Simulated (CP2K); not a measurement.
Ag:

```
Ag
1.0
     2.88888    0.00000    0.00000
     1.44444    2.50185    0.00000
     1.44444    0.83395    2.35876
Ag
1
Direct
  0.00000 0.00000 0.00000
```

Base run:

```yaml
Program: CP2K 2026.2
Functional: PBE
Potentials_or_basis: POTENTIAL_UZH Ag GTH-PBE-q11; TZVP-MOLOPT-PBE-GTH basis
Density_cutoff: 9184 eV
k_mesh: 11 × 11 × 11
Occupations: fermi-dirac, width 0.05 eV
Spin: no spin polarisation
```

Its results: band gap on the k mesh none (metal or under the smearing width); pressure 4.2 GPa.

Task: The run is repeated on the same cell with these changes: functional from PBE to vdW-DF2. What comes out?

Result: Band gap on the k mesh none (metal or under the smearing width); pressure 18.6 GPa.

Caveats: the basis of atomic orbitals isn't converged, which shifts pressures, moduli and gaps; the potentials were made for another functional, which shifts forces and pressure (some runs).

Not every run made on this cell is shown here.
